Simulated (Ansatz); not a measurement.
**GaN (F-43m): lattice vibrations**

```
CELL_PARAMETERS angstrom
0.00000 2.24914 2.24914
2.24914 0.00000 2.24914
2.24914 2.24914 0.00000
ATOMIC_POSITIONS crystal
Ga 0.00000 0.00000 0.00000
N 0.25000 0.25000 0.25000
```

The conventional cell has a = 4.498 Å, b = 4.498 Å, c = 4.498 Å, α = 90.00°, β = 90.00°, γ = 90.00°. Ga (atom 1) is surrounded by 4 N at 1.95 Å. N (atom 2) has 4 Ga at 1.95 Å as nearest neighbours.

Computed, not measured; unless marked otherwise by PBEsol, all-electron LAPW in Ansatz 0.2.0, scalar-relativistic. k mesh 8×8×8, fixed occupations, basis error target 0.5 meV/atom. The cell was relaxed by PAW under this functional. This phase needn't be the one found at ambient conditions.

Atoms are displaced by 0.01 Å in the smallest supercells that hold the wave vectors of a 2×2×2 mesh. Negative values stand for unstable modes. The zone centre has no LO-TO term.

(1) What are the phonon energies at the solved wave vectors, in meV?

(2) Is the structure dynamically stable at these wave vectors?

(3) How do the optical zone-centre modes decompose, and which are active?

(4) How well do frozen-core PAW files reproduce these all-electron values?

(5) The cell is scaled evenly to 22.414 and 23.096 Å³ (from 22.755), with free atoms relaxed and the shape held. What are the mode Grüneisen parameters γ = −d ln ω/d ln V?

(6) Linear response on PAW files adds the field. What are the dielectric tensor, the Born charges and the LO shift?

Answers

(1) 

| q | point | modes (meV) |
| --- | --- | --- |
| 0.000 0.000 0.000 | Gamma | 66.52 (×3) |
| 0.500 0.000 0.000 | L | 16.65 (×2), 41.26, 69.37 (×2), 84.10 |
| 0.500 0.500 0.000 | X | 23.26 (×2), 42.08, 74.14 (×2), 82.95 |

(2) Yes, no mode is unstable there; wave vectors off this mesh aren't tested.

(3) Point group -43m: Γ_opt = T2.

```tsv
label	meV	activity	mostly
T2	66.52	IR and Raman	N (83 %)
```

(4) With a cutoff of 420 eV and displacements of 0.0025 Å, the r.m.s. difference over the modes is 0.2 cm⁻¹; the largest difference is 559.8 (PAW) against 559.5 cm⁻¹ (LAPW).

(5) For the highest mode, 691.7 cm⁻¹ in the small cell and 665.3 in the large one give γ ≈ 1.30. From the change of the dynamical matrix on each mode:

| point | cm⁻¹ | γ |
| --- | --- | --- |
| Gamma | 536.5 | 1.50 |
| L | 134.3 | -0.41 |
| L | 332.8 | 0.99 |
| L | 559.5 | 1.56 |
| L | 678.3 | 1.30 |
| X | 187.6 | 0.13 |
| X | 339.4 | 1.00 |
| X | 598.0 | 1.51 |
| X | 669.1 | 1.30 |

Weighted by the modes' heat capacities at 300 K, the mean on this mesh is 0.69; it moves with the q mesh, and a coarse one overweights the zone boundary. Rows under −0.05 (1 here) are modes that soften under compression and pull towards negative thermal expansion.

(6) ε∞ = (6.01, 6.01, 6.01) along x, y, z with local fields. Born charges (xx, yy, zz): Ga1 (2.66, 2.66, 2.66); N2 (-2.66, -2.66, -2.66). The highest zone-centre mode lies at 536.7 cm⁻¹ without the macroscopic field and at 711.4 cm⁻¹ with it, for q along x. Lyddane-Sachs-Teller then gives ε₀ = ε∞ (ω_LO/ω_TO)² = 10.56. With the ions free to follow the field, the program's ε₀ is (10.56, 10.56, 10.56).

Known limits: this zinc-blende form is metastable at ambient conditions; the frozen-core PAW files of the compared runs were fitted under PBE, their cores solved anew for this functional; field response not resolved by the mesh; semilocal gaps are low, and ε∞ tends to come out large.
